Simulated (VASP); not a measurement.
# CuAu: equation of state with PBEsol

CuAu:

```
Au Cu
1.0
     3.02499    0.00000    0.00000
     0.00000    3.02499    0.00000
     0.00000    0.00000    3.09960
Au Cu
1 1
Direct
  0.00000 0.00000 0.00000
  0.50000 0.50000 0.50000
```

```
Program                : VASP 6.6.1
Task                   : equation of state
Functional             : PBEsol
Potentials or basis    : VASP PAW PBE potentials, release 64 (Au, Cu)
Cutoff                 : 520 eV
k mesh                 : 8 × 8 × 6
Occupations            : fermi-dirac, width 0.05 eV
Spin                   : no spin polarisation
Ladder                 : gaps
Further INCAR settings : ALGO = Normal; EDIFF = 1e-06
```

```json
{"Equilibrium volume": "14.19 Å³/atom", "Bulk modulus at fixed shape and positions": "171 GPa", "Pressure derivative of the bulk modulus": "5.5 (rough: it moves with the points fitted)"}
```

Energy against volume, from the lowest point:
```
volume (Å³/atom)  energy (meV/atom)
          13.614              13.81
          13.898               3.45
          14.182               0.00
          14.465               2.65
          14.749              10.62
```

All runs of the series together: 110 s on 1 thread of Intel(R) Xeon(R) Platinum 8488C (Sapphire Rapids) (shared host).

Caveat: the cell was scaled at fixed shape and fractional positions, which overstates the stiffness of a crystal with free parameters, most of all of layers and chains; the PAW data sets were made with another functional, which shifts forces and pressure a little. The run has no spin-orbit coupling, so splittings on Au are missing.
